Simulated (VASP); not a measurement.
## TePb: single point with PBE

**What was measured.**

From a printed reference work, monograph, for a bulk crystal of TePb at 4.2 K: band gap 0.19 eV (direct).

The system is TePb.

```
Te Pb
1.0
     0.00000    3.28605    3.28605
     3.28605    0.00000    3.28605
     3.28605    3.28605    0.00000
Te Pb
1 1
Direct
  0.50000 0.50000 0.50000
  0.00000 0.00000 0.00000
```

- Program: VASP 6.6.1
- Task: single point
- Functional: PBE
- Potentials or basis: VASP PAW PBE potentials, release 64 (Te, Pb_d)
- Cutoff: 520 eV
- k mesh: 8 × 8 × 8
- Occupations: gaussian, width 0.02 eV
- Spin: no spin polarisation

- Pressure: -0.1 GPa
- Band gap on the k mesh: 0.83 eV, direct

Levels at points of the mesh, in eV from the valence-band top:
| k point | band 6 | band 7 | band 8 | band 9 | band 10 | band 11 | band 12 | band 13 | band 14 | band 15 |
| --- | --- | --- | --- | --- | --- | --- | --- | --- | --- | --- |
| (0.00, 0.00, 0.00) | -11.60 | -5.71 | -1.15 | -1.15 | -1.15 | 4.02 | 4.02 | 4.02 | 5.92 | 5.92 |
| (0.50, 0.00, 0.00) | -10.30 | -8.33 | -0.73 | -0.73 | 0.00 | 0.83 | 1.40 | 1.40 | 8.34 | 9.14 |
| (0.50, 0.50, 0.00) | -10.10 | -7.21 | -4.10 | -2.51 | -2.51 | 3.51 | 5.30 | 5.30 | 6.43 | 10.00 |

Run time: 54 s on 1 thread of Intel Xeon 8259CL, on a shared host, peak memory 0.22 GiB.

Measured gap of TePb: 0.19 eV (direct; 4.2 K; a printed reference work, monograph). This calculation gives 0.83 eV (+0.64 eV). Spin-orbit coupling on Pb, Te is left out. The value is that of PBE on a finite k mesh, which can miss the band edges, without temperature or zero-point motion.

Caveat: spin-orbit coupling is left out, which moves the levels of the heavy elements.
